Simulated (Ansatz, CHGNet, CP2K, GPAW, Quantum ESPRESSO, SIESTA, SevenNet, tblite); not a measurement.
# tblite runs on generalised stacking fault on (111) (glide set) of a GaP-AlP solid solution (72 atoms)

Aim: run generalised stacking fault on (111) (glide set) of a GaP-AlP solid solution (72 atoms) in tblite and see how near its forces come to a plane-wave reference, and at what cost.

Calculated with tblite 0.8.0; the method is named at each step.

### Step 1. Set-up

The cell holds 72 atoms: 18 Al, 36 P and 18 Ga. Cell: a = 6.683 Å, b = 11.576 Å, c = 19.136 Å, α = 90.0°, β = 86.7°, γ = 90.0°. Zinc-blende GaP lattice (a = 5.4569 Å, the value set for the mixture), cell with z along [111], 1 x 3 x 2 periods; the third cell vector is tilted by 0.167 of 1/2[11-2] and lengthened by 0.2 Å, so the cell holds one fault (glide set); displaced by a Gaussian of 0.01 Å; 18 of 36 Ga sites given to Al at random (lattice constant by Vegard's rule between GaP and AlP). Then every atom was moved at random, 0.02 Å r.m.s. a Cartesian component. The structure's axis is c.

The yardstick, on the same geometry:

| Quantity | Value |
| --- | --- |
| method | Kohn-Sham DFT, PBE, SSSP efficiency 1.3.0 pseudopotentials, plane waves (Quantum ESPRESSO 7.5); sssp-pbe-1.3.0-efficiency, cutoffs 60/480 Ry, Γ point |
| r.m.s. force component | 0.512 eV/Å |
| longest force | 3.087 eV/Å |
| pressure | 2.959 GPa |
| gap (highest filled to lowest empty level) | 0.4491 eV |
| time | 13 min on 4 MPI ranks of Arm Neoverse V1, shared host |
| CPU time | 50 min |

### Step 2. GFN1-xTB

Method: GFN1-xTB tight binding, diagonalisation.

run.py

```python
import numpy as np
from ase.io import read
from tblite.ase import TBLite

atoms = read("structure.xyz")
atoms.calc = TBLite(method="GFN1-xTB", electronic_temperature=580, accuracy=1.0, max_iterations=250, mixer_damping=0.1, verbosity=1)
energy = atoms.get_potential_energy()
forces = atoms.get_forces()
print(f"energy {energy:.6f} eV")
print("forces (eV/A)")
for i, (a, f) in enumerate(zip(atoms, forces)):
    print(f"{i:4d} {a.symbol:2s} {f[0]:10.5f} {f[1]:10.5f} {f[2]:10.5f}")
stress = -atoms.get_stress(voigt=False) * 160.21766
print("stress (GPa, compression positive)")
for row in stress:
    print(" ".join(f"{x:10.4f}" for x in row))
print("charges (e)")
print(np.array2string(atoms.get_charges(), precision=4, suppress_small=True, max_line_width=110, threshold=100000))
```

structure.xyz

```xyz
72
Lattice="6.68331 0.00000 0.00000 0.00000 11.57583 0.00000 1.11391 0.00000 19.10326" Properties=species:S:1:pos:R:3 pbc="T T T"
Al 3.35804 1.92946 0.38417
P 3.35373 1.89971 2.75507
Ga 5.57636 1.91985 3.54748
P 5.60989 1.95597 5.92316
Ga 0.02318 0.00116 0.38493
P 6.66192 0.00000 2.79882
Al 2.23249 11.56541 3.55072
P 2.26547 0.01968 5.91819
Ga 4.46668 0.00706 6.68022
P 4.47940 0.01771 9.08417
Al 3.30091 5.76662 0.38207
P 3.35521 5.83862 2.74266
Ga 5.53184 5.78896 3.56562
P 5.55359 5.76418 5.89183
Al 6.69214 3.83114 0.42428
P 6.67243 3.81817 2.74877
Ga 2.22107 3.87570 3.52799
P 2.20426 3.89828 5.94818
Al 4.43523 3.88276 6.65443
P 4.47912 3.87038 9.02553
Ga 1.12703 1.94208 6.68824
P 1.11199 1.94995 9.02763
Ga 3.35097 1.94659 9.83340
P 3.34501 1.94127 12.17260
Al 5.58703 1.93027 12.99270
P 5.52679 1.90654 15.36494
Ga 6.67959 0.00914 9.81965
P 6.69452 11.53566 12.18922
Al 2.19211 11.57490 12.99843
P 2.22646 0.00891 15.35959
Ga 4.45591 0.02500 16.11188
P 4.49221 11.54886 18.50877
Ga 3.34543 9.63908 0.38226
P 3.33823 9.63561 2.76883
Al 5.56305 9.69707 3.55760
P 5.56381 9.67855 5.90998
Ga 6.66793 7.75627 0.39295
P 6.69499 7.71541 2.76539
Al 2.22042 7.69075 3.56047
P 2.26342 7.72513 5.92660
Al 4.47719 7.72837 6.68748
P 4.44916 7.70707 9.09392
Ga 1.10567 5.79833 6.68194
P 1.11004 5.77194 9.10079
Al 3.32086 5.78699 9.84315
P 3.36230 5.79972 12.22609
Al 5.56506 5.76523 13.02861
P 5.53685 5.80076 15.32540
Al 6.68015 3.87570 9.86702
P 6.68480 3.81759 12.23793
Al 2.23205 3.86702 13.01639
P 2.20910 3.86031 15.39990
Ga 4.48669 3.79178 16.16308
P 4.49385 3.83403 18.51966
Al 1.09853 1.91869 16.15410
P 1.15354 1.93166 18.50495
[... 12 atom lines left out ...]
Ga 1.09046 5.78386 16.15085
P 7.76247 5.82125 18.55882
Al 1.11865 9.64961 16.16441
P 1.13361 9.60099 18.56780
```

Run with:

```console
$ OMP_NUM_THREADS=1 python run.py > output.txt
```

Log:

```text
------------------------------------------------------------
  cycle        total energy    energy error   density error
------------------------------------------------------------
      1     -142.6622449191  -1.4298822E+02   4.7178559E-01
      2     -143.9165725446  -1.2543276E+00   3.8469533E-01
      3     -143.7037432633   2.1282928E-01   2.2467413E-01
      4     -142.8508338558   8.5290941E-01   1.1669606E-01
      5     -144.0200363470  -1.1692025E+00   6.5155148E-02
      6     -144.0719838802  -5.1947533E-02   3.5396326E-02
      7     -144.0565178450   1.5466035E-02   2.0217030E-02
      8     -144.0922198570  -3.5702012E-02   8.7425250E-03
      9     -144.0934318670  -1.2120100E-03   4.0687735E-03
     10     -144.0930339770   3.9789005E-04   3.4965065E-03
     11     -144.0935000063  -4.6602934E-04   1.6543717E-03
     12     -144.0936099798  -1.0997343E-04   1.3223949E-03
     13     -144.0936827453  -7.2765565E-05   5.7060043E-04
     14     -144.0936847274  -1.9820652E-06   1.8196159E-04
     15     -144.0936888029  -4.0755400E-06   4.9734920E-05
     16     -144.0936887908   1.2122371E-08   5.8726760E-05
     17     -144.0936888452  -5.4397532E-08   3.2064021E-05
     18     -144.0936888547  -9.4377697E-09   1.4562154E-05
------------------------------------------------------------
 total:                                   7.351 sec
energy -3920.988991 eV
forces (eV/A)
   0 Al   -0.10568   -0.84208    1.99662
   1 P    -0.26641   -0.05790   -0.71239
   2 Ga   -0.47734   -0.08285    0.63436
   3 P    -0.54502    0.45597   -0.39531
   4 Ga   -0.06851   -0.15440    2.55590
   5 P     0.98129   -0.49003   -0.63511
   6 Al   -0.17806   -0.11633    0.38524
   7 P    -0.50607   -0.70292   -0.79894
   8 Ga   -0.11074    0.28341    0.72351
   9 P    -0.52109   -0.80518   -0.51711
  10 Al   -0.11140    0.73769    1.44859
  11 P    -0.45505   -0.18385   -0.83383
  12 Ga    0.38411   -0.00067   -0.10084
  13 P    -0.21885    0.49191    0.26438
  14 Al   -0.05459    0.81064    1.39132
  15 P     0.21297    0.65131   -0.71308
  16 Ga    0.06539   -0.05055    0.45943
  17 P     1.11778   -0.41012   -0.89550
  18 Al   -0.11082   -0.32994    0.69113
  19 P     0.36273    0.56437   -0.46525
  20 Ga   -0.07523   -0.14858    0.29932
  21 P     0.01306    0.48296    0.19514
  22 Ga   -0.33106    0.22578    0.13018
  23 P     0.15784   -0.15136    0.82625
[...]
64 Ga   -0.56336    0.87967    0.72250
  65 P    -0.24114    0.93649   -0.29956
  66 Ga   -0.53475    0.08302    0.17066
  67 P     0.30412   -2.07681   -1.31195
  68 Ga   -0.37244    0.01275    0.64405
  69 P     0.00300   -2.14133   -1.84543
  70 Al   -0.13141   -0.16856    0.19610
  71 P     0.16836    3.20378   -4.29681
stress (GPa, compression positive)
    1.8579    -0.1260    -0.3920
   -0.1260    16.7806    -0.1274
   -0.3920    -0.1274     7.1154
charges (e)
[ 0.1243 -0.1629  0.2049 -0.1793  0.2285 -0.1615  0.1112 -0.1702  0.214  -0.1791  0.1185 -0.1531  0.2128
 -0.1651  0.1372 -0.1644  0.1982 -0.173   0.0959 -0.1667  0.2012 -0.1784  0.2231 -0.168   0.1413 -0.1557
  0.2126 -0.1701  0.1226 -0.1538  0.2282 -0.1922  0.2119 -0.1585  0.1286 -0.1602  0.2237 -0.1714  0.122
 -0.1545  0.1363 -0.161   0.2276 -0.1689  0.1385 -0.159   0.1178 -0.1652  0.1315 -0.1523  0.1388 -0.1655
  0.2342 -0.1754  0.1324 -0.1792  0.1288 -0.1675  0.1027 -0.1689  0.2076 -0.1652  0.2244 -0.1754  0.2109
 -0.1736  0.1989 -0.1898  0.2056 -0.194   0.0877 -0.1854]
```

Run time: 8 s. Hardware: 1 thread of Arm Neoverse V1, shared host; peak memory 0.16 GiB.

Banners, paths, timers and routine set-up lines are dropped from the logs unmarked, and long logs keep their key lines alone; longer cuts are marked.

Numbers from this run, and their distance from the reference:

* r.m.s. force component: 0.8376 eV/Å
* r.m.s. difference of force components: 419.8 meV/Å
* longest difference of force vectors: 2287 meV/Å
* force difference over r.m.s. force: 82 %
* slope of forces against the reference's: 1.502
* correlation of force components: 0.918
* pressure: 8.585 GPa
* pressure difference: 5.625 GPa

Length of the force difference by element (eV/Å):

```csv
element,atoms,mean,most
Al,18,0.32,0.61
Ga,18,0.46,2.3
P,36,0.74,2.3
```

Local excerpt of 9 atoms (numbers count through the whole input) about P72, which bears the longest force; x, y, z are measured from there.

| atom | x | y | z | distance (Å) | bonds | Mulliken charge (e) | Fx | Fy | Fz (eV/Å) |
| --- | --- | --- | --- | --- | --- | --- | --- | --- | --- |
| P72 | 0.00 | 0.00 | 0.00 | 0.00 | 3 | -0.19 | 0.17 | 3.20 | -4.30 |
| Ga37 | -0.04 | -1.84 | 0.93 | 2.07 | 3 | 0.22 | -0.11 | -2.57 | 4.08 |
| Ga5 | 0.00 | 1.98 | 0.92 | 2.18 | 3 | 0.23 | -0.07 | -0.15 | 2.56 |
| Al71 | -0.01 | 0.05 | -2.40 | 2.40 | 4 | 0.09 | -0.13 | -0.17 | 0.20 |
| Ga33 | 3.33 | 0.04 | 0.92 | 3.45 | 3 | 0.21 | -0.21 | -0.18 | 2.96 |
| Ga33 | -3.36 | 0.04 | 0.92 | 3.48 | 3 | 0.21 | -0.21 | -0.18 | 2.96 |
| P70 | -0.05 | -3.78 | -0.01 | 3.78 | 3 | -0.19 | 0.00 | -2.14 | -1.85 |
| P38 | -0.01 | -1.89 | 3.30 | 3.80 | 4 | -0.17 | 0.24 | 0.59 | 0.06 |
| P68 | -3.31 | -1.87 | -0.09 | 3.80 | 3 | -0.19 | 0.30 | -2.08 | -1.31 |

Atoms are counted from 1 here, from 0 in the log.

Forces lie 82 % from the reference's, at 0.0026 times its CPU time (on 1 against 4 cores).

### Step 3. Results

```json
{
  "force difference from the reference": "tblite GFN1-xTB, 82 %",
  "its CPU time": "7.9 s"
}
```

Tight binding differs by 82 % (tblite GFN1-xTB); it is another model, with fitted parameters of its own, and the xTB methods hold dispersion. One electronic-structure run takes under half the reference's CPU time: tblite GFN1-xTB, at 82 % in 7.9 s against 50 min, too far off to be of use; its pressure misses by +5.6 GPa. Periodic xTB results under one method name differ between programs and library versions. The reference's pressure holds the uncorrected Pulay stress of its 60 Ry basis, so small pressure differences, and their order, may be the reference's own error. The reference's stress is far from hydrostatic: its diagonal is -2.8, 10.0, 1.7 GPa, compression counted positive. The host structure and its lattice constant were typed by rule, without a check against the phase diagram. The reference's pressure of 3.0 GPa belongs to a cell and atoms that aren't relaxed at this level. The electronic-structure runs sample only Γ, in a cell whose shortest periodic width is 7 Å.

[Also dropped from logs without a mark: logging warnings of Python, and SIESTA's first energy breakdown and zero terms.]

[Logs are printed without paths, hosts, clocks, repeated set-up lines and the standing remarks that a program may print on its own settings, such as how far it seeks lower states.]

[Hosts, paths, dates, database ids (printed as entryN), source tags and the programs' standing remarks are cut or masked in the printed files.]
